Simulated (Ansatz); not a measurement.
# Calculated coordination and ⁹⁷Mo quadrupole coupling for SiMo₃ under strain

Cell: an entry of the Crystallography Open Database (COD), relaxed with PBE at fixed cell and then changed (z stretched by 3 %, ions relaxed).

```
Si Mo
1.0
     4.89300    0.00000    0.00000
     0.00000    4.89300    0.00000
     0.00000    0.00000    5.03979
Si Mo
2 6
Cartesian
  0.0000 0.0000 0.0000
  2.4465 2.4465 2.5199
  1.2247 0.0000 2.5199
  2.4465 3.6712 0.0000
  3.6683 0.0000 2.5199
  2.4465 1.2218 0.0000
  0.0000 2.4465 3.7798
  0.0000 2.4465 1.2599
```

Atom numbers follow the list; atoms alike are taken as one site, whose name carries the number of the first.

Computed with Ansatz: DFT, PBE, plane waves and PAW, scalar-relativistic, 420 eV cutoff, Γ-centred 10×10×10 k-points, Fermi–Dirac smearing 0.05 eV.

Q(⁹⁷Mo) = 255.0 mb.

Q: Order the Mo environments from the weakest to the strongest quadrupole coupling.
A. Mo7: 10 Mo at 2.52–3.01 Å, 4 Si at 2.75 Å
B. Mo3: 10 Mo at 2.44–3.06 Å, 4 Si at 2.73–2.80 Å

A: A (12.9 MHz, η = 0.00), B (19.9 MHz, η = 0.77).

An axis of threefold or higher order runs through Mo7, so V_zz lies along it and η is zero.

With no gap above 0.1 eV, as in a metal, the gradients converge slowly in k; expect changes of a tenth or more on a denser mesh. Without spin–orbit coupling (the program notes it for Mo) the gradients can shift somewhat, as the gap is small.
